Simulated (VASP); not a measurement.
# SnO2 (P6_3/mmc) in VASP: further runs

The runs below take SnO2 through single point, with PBE+D3(BJ).

Program: VASP 6.6.1. These are calculated values, not measurements. Logs are shortened: lines on timing, memory, paths and dates and some standing lists are left out, and cuts for length are marked.

## Step 1: The cell of the first run

The structure is hexagonal, space group P6_3/mmc (No. 194). Conventional cell: a = 3.269 Å, b = 3.269 Å, c = 9.972 Å, α = 90.00°, β = 90.00°, γ = 120.00°. Sn (site symmetry -3m) is surrounded by 6 O at 2.10 Å. O (site symmetry 3m) is surrounded by 3 Sn at 2.10 Å.

Measurements of this composition are mostly on another form, of space group No. 136.

## Step 2: Single point, PBE+D3(BJ)

File INCAR:

```
SYSTEM = SnO2
PREC = Accurate ; ENCUT = 520
EDIFF = 1E-6 ; ISMEAR = 0
SIGMA = 0.05 ; LREAL = .FALSE.
LASPH = .TRUE. ; NELM = 100
ALGO = Fast ; ISIF = 2
LWAVE = .FALSE. ; LCHARG = .FALSE.
GGA = PE ; IVDW = 12
NBANDS = 35
```

File KPOINTS:

```
regular mesh
0
G
  12 12 4
  0 0 0
```

File POSCAR:

```
SnO2
1.0
    3.2688558328      0.0000000000      0.0000000000
   -1.6344279164      2.8309121925      0.0000000000
    0.0000000000      0.0000000000      9.9716447179
Sn O
2 4
Direct
    0.0000000000      0.0000000000      0.5000000000
    0.0000000000      0.0000000000      0.0000000000
    0.6666666667      0.3333333333      0.4066289729
    0.6666666667      0.3333333333      0.0933710271
    0.3333333333      0.6666666667      0.5933710271
    0.3333333333      0.6666666667      0.9066289729
```

Potentials or basis: VASP PAW PBE potentials, release 64 (Sn_d, O).

Started as:

```console
> cat potpaw_PBE.64/Sn_d/POTCAR potpaw_PBE.64/O/POTCAR > POTCAR
> mpirun -np 1 vasp_std > vasp.out
```

OUTCAR:

```text
SYSTEM = SnO2
   PREC = Accurate
   ENCUT = 520
   EDIFF = 1E-6
   ISMEAR = 0
   LREAL = .FALSE.
   LASPH = .TRUE.
   NELM = 100
   ISIF = 2
   GGA = PE
   IVDW = 12
 IVDW          = 12

 ion  position               nearest neighbor table
   1  0.000  0.000  0.500-   3 2.10   5 2.10   5 2.10   3 2.10   3 2.10   5 2.10
   2  0.000  0.000  0.000-   4 2.10   6 2.10   6 2.10   4 2.10   4 2.10   6 2.10
   3  0.667  0.333  0.407-   1 2.10   1 2.10   1 2.10
   4  0.667  0.333  0.093-   2 2.10   2 2.10   2 2.10
   5  0.333  0.667  0.593-   1 2.10   1 2.10   1 2.10
   6  0.333  0.667  0.907-   2 2.10   2 2.10   2 2.10

  LATTYP: Found a hexagonal cell.
 ALAT       =     3.2688558328
 C/A-ratio  =     3.0505000000

  Lattice vectors:

 A1 = (   3.2688558328,   0.0000000000,   0.0000000000)
 A2 = (  -1.6344279164,   2.8309121925,   0.0000000000)
 A3 = (   0.0000000000,   0.0000000000,   9.9716447179)

Analysis of symmetry for initial positions (statically):
=====================================================================
 Subroutine PRICEL returns:
 Original cell was already a primitive cell.

 Routine SETGRP: Setting up the symmetry group for a
 hexagonal supercell.

 Subroutine GETGRP returns: Found 24 space group operations
 (whereof 12 operations were pure point group operations)
 out of a pool of 24 trial point group operations.

The static configuration has the point symmetry D_3d.
 The point group associated with its full space group is D_6h.

Analysis of symmetry for dynamics (positions and initial velocities):
=====================================================================
 Subroutine PRICEL returns:
 Original cell was already a primitive cell.

 Routine SETGRP: Setting up the symmetry group for a
 hexagonal supercell.

 Subroutine GETGRP returns: Found 24 space group operations
 (whereof 12 operations were pure point group operations)
 out of a pool of 24 trial point group operations.

The dynamic configuration has the point symmetry D_3d.
 The point group associated with its full space group is D_6h.

 Subroutine INISYM returns: Found 24 space group operations
 (whereof 12 operations are pure point group operations),
 and found     1 'primitive' translations

----------------------------------------------------------------------------------------

                                     Primitive cell

  volume of cell :      92.2760

  direct lattice vectors                    reciprocal lattice vectors
     3.268855833  0.000000000  0.000000000     0.305917438  0.176621515  0.000000000
    -1.634427916  2.830912193  0.000000000     0.000000000  0.353243030  0.000000000
     0.000000000  0.000000000  9.971644718     0.000000000  0.000000000  0.100284359

  length of vectors
     3.268855833  3.268855833  9.971644718     0.353243030  0.353243030  0.100284359

  position of ions in fractional coordinates (direct lattice)
     0.000000000  0.000000000  0.500000000
     0.000000000  0.000000000  0.000000000
     0.666666667  0.333333333  0.406628973
     0.666666667  0.333333333  0.093371027
     0.333333333  0.666666667  0.593371027
     0.333333333  0.666666667  0.906628973

  ion indices of the primitive-cell ions
   primitive index   ion index
                 1           1
                 2           2
                 3           3
                 4           4
                 5           5
                 6           6

----------------------------------------------------------------------------------------

 KPOINTS: regular mesh

Automatic generation of k-mesh.
 Grid dimensions read from file:
 generate k-points for:   12   12    4

 Generating k-lattice:

  Cartesian coordinates                     Fractional coordinates (reciprocal lattice)
     0.025493120  0.014718460  0.000000000     0.083333333  0.000000000  0.000000000
     0.000000000  0.029436919  0.000000000     0.000000000  0.083333333  0.000000000
     0.000000000  0.000000000  0.025071090     0.000000000  0.000000000  0.250000000

  Length of vectors
     0.029436919  0.029436919  0.025071090

  Shift w.r.t. Gamma in fractional coordinates (k-lattice)
     0.000000000  0.000000000  0.000000000

 Subroutine IBZKPT returns following result:
 ===========================================

 Found     57 irreducible k-points:

 Following reciprocal coordinates:
            Coordinates               Weight
  0.000000  0.000000  0.000000      1.000000
  0.083333 -0.000000  0.000000      6.000000
  0.166667  0.000000  0.000000      6.000000
  0.250000  0.000000  0.000000      6.000000
  0.333333 -0.000000  0.000000      6.000000
  0.416667  0.000000  0.000000      6.000000
[... 16 lines left out ...]
  0.250000  0.000000  0.250000     12.000000
  0.333333 -0.000000  0.250000     12.000000
 [... further k-points ...]
   k-points           NKPTS =     57   k-points in BZ     NKDIM =     57   number of bands    NBANDS=     35
   number of dos      NEDOS =    301   number of ions     NIONS =      6
   total plane-waves  NPLWV =  46080
   dimension x,y,z NGX =    24 NGY =   24 NGZ =   80
   dimension x,y,z NGXF=    48 NGYF=   48 NGZF=  160
   ions per type =               2   4
   NGX,Y,Z   is equivalent  to a cutoff of  12.21, 12.21, 13.34 a.u.
   NGXF,Y,Z  is equivalent  to a cutoff of  24.41, 24.41, 26.67 a.u.
 SYSTEM =  SnO2
   PREC   = accura    normal or accurate (medium, high low for compatibility)
   ISTART =      0    job   : 0-new  1-cont  2-samecut
   ICHARG =      2    charge: 1-file 2-atom 10-const
   ISPIN  =      1    spin polarized calculation?
   LNONCOLLINEAR =      F non collinear calculations
   LSORBIT =      F    spin-orbit coupling
   LASPH  =      T    aspherical Exc in radial PAW
   ENCUT  =  520.0 eV  38.22 Ry    6.18 a.u.   6.08  6.08 18.54*2*pi/ulx,y,z
   NELM   =    100;   NELMIN=  2; NELMDL= -5     # of ELM steps
   EDIFF  = 0.1E-05   stopping-criterion for ELM
   LREAL  =      F    real-space projection
   EDIFFG = 0.1E-04   stopping-criterion for IOM
   NSW    =      0    number of steps for IOM
   IBRION =     -1    ionic relax: 0-MD 1-quasi-New 2-CG
   NFREE  =      0    steps in history (QN), initial steepest desc. (CG)
   ISIF   =      2    stress and relaxation
   ISYM   =      2    0-nonsym 1-usesym 2-fastsym
   POTIM  = 0.5000    time-step for ionic-motion
   TEBEG  =    0.0;   TEEND  =   0.0 temperature during run
   PSTRESS=    0.0 pullay stress
   NELECT =      52.0000    total number of electrons
   NUPDOWN=      -1.0000    fix difference up-down
   EMIN   =  10.00;   EMAX   =-10.00  energy-range for DOS
   EFERMI =   0.00;   METHOD = LEGACY
   ISMEAR =     0;   SIGMA  =   0.05  broadening in eV -4-tet -1-fermi 0-gaus
   EFERMI_NEDOS =   21; number of points for ismear=-14 and -15
   IALGO  =     68    algorithm
   IMIX   =      4    mixing-type and parameters
     AMIX     =   0.40;   BMIX     =  1.00
     AMIX_MAG =   1.60;   BMIX_MAG =  1.00
  volume/ion in A,a.u.               =      15.38       103.78
  Fermi-wavevector in a.u.,A,eV,Ry     =   1.352217  2.555319 24.878116  1.828490
  Thomas-Fermi vector in A             =   2.479574
   LORBIT       =      0    0 simple, 1 ext, 2 COOP (PROOUT), +10 PAW based schemes
   GGA     = PE    functional components
   LHFCALC =     F    Hartree Fock is set to
   AEXX    =    0.0000 exact exchange contribution
   IVDW    =    12    specifies the selected vdW correction
   LEPSILON=     F    determine dielectric tensor
   LRPA    =     F    only Hartree local field effects (RPA)
 non-spin polarized calculation
 RMM-DIIS sequential band-by-band and
 Gauss-broadening in eV      SIGMA  =   0.05
  energy-cutoff  :      520.00
  volume of cell :       92.28
 maximum number of plane-waves:      2514
   NGX = 13   NGY = 13   NGZ = 37

 number of electron      52.0000018 magnetization

 Free energy of the ion-electron system (eV)
  ---------------------------------------------------
  ext. energy  EPLUGINS =         0.00000000
  ---------------------------------------------------
  free energy    TOTEN  =       -36.15898911 eV

  energy without entropy =      -36.15898911  energy(sigma->0) =      -36.15898911

 E-fermi :   3.2227     XC(G=0):  -9.5200

 val. band max:        2.9571189557   @ k =   0.2500   0.2500   0.0000
 cond. band min:       4.6712367981   @ k =   0.0000   0.0000   0.0000
 fundamental gap:      1.7141178424
 Fermi energy:         3.2226642796

 k-point     1 :       0.0000    0.0000    0.0000
  band No.  band energies     occupation
      1     -17.3496      2.00000
      2     -17.3473      2.00000
      3     -17.0160      2.00000
      4     -17.0160      2.00000
      5     -17.0158      2.00000
      6     -17.0158      2.00000
[... 27 lines left out ...]
     34      13.7179      0.00000
     35      13.7969      0.00000

 k-point     2 :       0.0833   -0.0000    0.0000
  band No.  band energies     occupation
      1     -17.3185      2.00000
      2     -17.3165      2.00000
      3     -17.0765      2.00000
      4     -17.0755      2.00000
      5     -17.0040      2.00000
      6     -17.0039      2.00000
[... 27 lines left out ...]
     34      13.8844      0.00000
     35      14.0054      0.00000

 k-point     3 :       0.1667    0.0000    0.0000
  band No.  band energies     occupation
      1     -17.3001      2.00000
      2     -17.2975      2.00000
      3     -17.1713      2.00000
      4     -17.1694      2.00000
      5     -16.9767      2.00000
      6     -16.9765      2.00000
[... 27 lines left out ...]
     34      14.3022      0.00000
     35      14.4120      0.00000
[... 723 lines left out ...]
 k-point    23 :       0.2500    0.0000    0.2500
  band No.  band energies     occupation
      1     -17.4781      2.00000
      2     -17.4750      2.00000
      3     -17.0874      2.00000
      4     -17.0865      2.00000
      5     -16.9553      2.00000
      6     -16.9552      2.00000
[... 27 lines left out ...]
     34      14.7096      0.00000
     35      15.0153      0.00000

 k-point    24 :       0.3333   -0.0000    0.2500
  band No.  band energies     occupation
      1     -17.6606      2.00000
      2     -17.6568      2.00000
      3     -17.0081      2.00000
      4     -17.0073      2.00000
      5     -16.9497      2.00000
      6     -16.9495      2.00000
[... 27 lines left out ...]
     34      15.1522      0.00000
     35      15.3055      0.00000

 [... further k-points ...]

------------------------ aborting loop because EDIFF is reached ----------------------------------------

 Edisp (eV)   -0.98855

 E8    (eV) :    -0.3876

  FORCE on cell =-STRESS in cart. coord.  units (eV):
  Direction    XX          YY          ZZ          XY          YZ          ZX
  --------------------------------------------------------------------------------------
  -------------------------------------------------------------------------------------
  Total      -0.45165    -0.45165     3.03051    -0.00000     0.00000     0.00000
  in kB      -7.84188    -7.84188    52.61840    -0.00000     0.00000     0.00000
  external pressure =       12.31 kB  Pullay stress =        0.00 kB

 VOLUME and BASIS-vectors are now :
 -----------------------------------------------------------------------------
  energy-cutoff  :      520.00
  volume of cell :       92.28
      direct lattice vectors                 reciprocal lattice vectors
     3.268855833  0.000000000  0.000000000     0.305917438  0.176621515  0.000000000
    -1.634427916  2.830912193  0.000000000     0.000000000  0.353243030  0.000000000
     0.000000000  0.000000000  9.971644718     0.000000000  0.000000000  0.100284359

 POSITION                                       TOTAL-FORCE (eV/Angst)
 -----------------------------------------------------------------------------------
      0.00000      0.00000      4.98582        -0.000000      0.000000      0.000000
      0.00000      0.00000      0.00000        -0.000000      0.000000      0.000000
      1.63443      0.94364      4.05476         0.000000      0.000000     -0.783399
      1.63443      0.94364      0.93106        -0.000000     -0.000000      0.783399
     -0.00000      1.88727      5.91689         0.000000      0.000000      0.783399
     -0.00000      1.88727      9.04058         0.000000      0.000000     -0.783399
 -----------------------------------------------------------------------------------
    total drift:                                0.000000     -0.000000     -0.000000

  FREE ENERGIE OF THE ION-ELECTRON SYSTEM (eV)
  ---------------------------------------------------
  free  energy   TOTEN  =       -37.1475380232 eV

  energy  without entropy=      -37.1475380232  energy(sigma->0) =      -37.14753802
```

Run time: 1.8 min. Hardware: 1 thread of AMD EPYC 9R45 (Zen 5), shared host; peak memory 0.27 GiB.

What came out:

- Free energy: -37.1475 eV
- Pressure: 1.2 GPa
- Largest force: 0.783 eV/Å
- Band gap on the k mesh: 1.71 eV, indirect (least direct gap 2.24 eV)
- Dispersion energy per atom: -0.165 eV

Forces on the atoms (eV/Å):
```
Sn   0.000  0.000  0.000
Sn   0.000  0.000  0.000
O    0.000  0.000 -0.783
O    0.000  0.000  0.783
O    0.000  0.000  0.783
O    0.000  0.000 -0.783
```

Levels at points of the mesh, in eV from the valence-band top:
```
           k point  band 24  band 25  band 26  band 27  band 28  band 29
(0.00, 0.00, 0.00)    -1.23    -1.23    -0.53     1.71     2.69     5.22
(0.50, 0.00, 0.00)    -0.71    -0.64    -0.14     5.09     5.28     6.66
(0.00, 0.00, 0.50)    -1.25    -0.99    -0.99     2.22     2.22     5.53
(0.50, 0.00, 0.50)    -0.67    -0.38    -0.38     5.18     5.18     7.10
```

Caveat: spin-orbit coupling is left out, which moves the levels of the heavy elements. A k mesh can miss the band edges.

## Step 3: Single point, PBE+D3(BJ)

File INCAR:

```
PREC     = Accurate       # precision mode
ENCUT    = 520            # plane-wave cutoff, eV
EDIFF    = 1E-6           # SCF threshold, eV
ISMEAR   = 0              # smearing method
SIGMA    = 0.05           # smearing width, eV
LREAL    = False          # projectors in reciprocal space
LASPH    = True           # aspherical terms in the spheres
NELM     = 100            # most SCF steps
ALGO     = Fast           # electronic algorithm
ISIF     = 2              # what is computed and relaxed
LWAVE    = False          # write WAVECAR
LCHARG   = True           # write CHGCAR
GGA      = PE             # functional
IVDW     = 12             # dispersion correction
LELF     = True           # ELF
LVHAR    = True         
NBANDS   = 35             # bands
```

File KPOINTS:

```
Automatic mesh
0
Gamma
  12 12 4
```

File POSCAR:

```
SnO2
1.0
    3.2993117486      0.0000000000      0.0000000000
   -1.6496558743      2.8572877893      0.0000000000
    0.0000000000      0.0000000000      9.7883980957
Sn O
2 4
Direct
    0.0000000000      0.0000000000      0.5000000000
    0.0000000000      0.0000000000      0.0000000000
    0.6666666667      0.3333333333      0.4163066453
    0.6666666667      0.3333333333      0.0836933547
    0.3333333333      0.6666666667      0.5836933547
    0.3333333333      0.6666666667      0.9163066453
```

Potentials or basis: VASP PAW PBE potentials, release 64 (Sn_d, O).

Started as:

```console
> cat potpaw_PBE.64/Sn_d/POTCAR potpaw_PBE.64/O/POTCAR > POTCAR
> mpirun -np 1 vasp_std > vasp.out
```

OUTCAR:

```text
PREC = Accurate
   ENCUT = 520
   EDIFF = 1E-6
   ISMEAR = 0
   LREAL = False
   LASPH = True
   NELM = 100
   ISIF = 2
   GGA = PE
   IVDW = 12
 IVDW          = 12

 ion  position               nearest neighbor table
   1  0.000  0.000  0.500-   3 2.07   5 2.07   3 2.07   5 2.07   3 2.07   5 2.07
   2  0.000  0.000  0.000-   4 2.07   6 2.07   4 2.07   6 2.07   4 2.07   6 2.07
   3  0.667  0.333  0.416-   1 2.07   1 2.07   1 2.07
   4  0.667  0.333  0.084-   2 2.07   2 2.07   2 2.07
   5  0.333  0.667  0.584-   1 2.07   1 2.07   1 2.07
[... 1129 lines left out ...]
  -------------------------------------------------------------------------------------
  Total       3.00537     3.00537     6.74746     0.00000     0.00000     0.00000
  in kB      52.18192    52.18192   117.15526     0.00000     0.00000     0.00000
  external pressure =       73.84 kB  Pullay stress =        0.00 kB

 VOLUME and BASIS-vectors are now :
 -----------------------------------------------------------------------------
  energy-cutoff  :      520.00
  volume of cell :       92.28
      direct lattice vectors                 reciprocal lattice vectors
     3.299311749  0.000000000  0.000000000     0.303093517  0.174991123  0.000000000
    -1.649655874  2.857287789  0.000000000     0.000000000  0.349982247  0.000000000
     0.000000000  0.000000000  9.788398096     0.000000000  0.000000000  0.102161762

 POSITION                                       TOTAL-FORCE (eV/Angst)
 -----------------------------------------------------------------------------------
      0.00000      0.00000      4.89420         0.000000     -0.000000      0.000000
      0.00000      0.00000      0.00000         0.000000     -0.000000      0.000000
      1.64966      0.95243      4.07498        -0.000000      0.000000     -2.091009
      1.64966      0.95243      0.81922         0.000000     -0.000000      2.091009
     -0.00000      1.90486      5.71342         0.000000     -0.000000      2.091009
     -0.00000      1.90486      8.96917         0.000000     -0.000000     -2.091009
 -----------------------------------------------------------------------------------
    total drift:                               -0.000000     -0.000000      0.000000

  FREE ENERGIE OF THE ION-ELECTRON SYSTEM (eV)
  ---------------------------------------------------
  free  energy   TOTEN  =       -36.5256440717 eV

  energy  without entropy=      -36.5256440717  energy(sigma->0) =      -36.52564407
```

stdout:

```text
POSCAR found type information on POSCAR SnO
 POSCAR found :  2 types and       6 ions
 scaLAPACK will be used
 LDA part: xc-table for (Slater+PW92), standard interpolation
 POSCAR, INCAR and KPOINTS ok, starting setup
 FFT: planning ... GRIDC
 FFT: planning ... GRID_SOFT
 FFT: planning ... GRID
 WAVECAR not read
 entering main loop
WARNING in EDDRMM: call to ZHEGV failed, returncode =   8  4     31
WARNING in EDDRMM: call to ZHEGV failed, returncode =   8  4     30
```

It took 2.4 min on 1 thread of AMD EPYC 9R45 (Zen 5), shared host; peak memory 0.3 GiB.

What came out:

```yaml
Free_energy: -36.5256 eV
Pressure: 7.4 GPa
Largest_force: 2.091 eV/Å
Band_gap_on_the_k_mesh: 1.60 eV, indirect (least direct gap 2.51 eV)
Dispersion_energy_per_atom: -0.165 eV
```

Forces on the atoms (eV/Å):
```
Sn   0.000  0.000  0.000
Sn   0.000  0.000  0.000
O    0.000  0.000 -2.091
O    0.000  0.000  2.091
O    0.000  0.000  2.091
O    0.000  0.000 -2.091
```

Caveat: spin-orbit coupling is left out, which moves the levels of the heavy elements; forces of over 1 eV/Å show positions far from the minimum, so gaps and moduli don't describe the material at rest. A k mesh can miss the band edges.
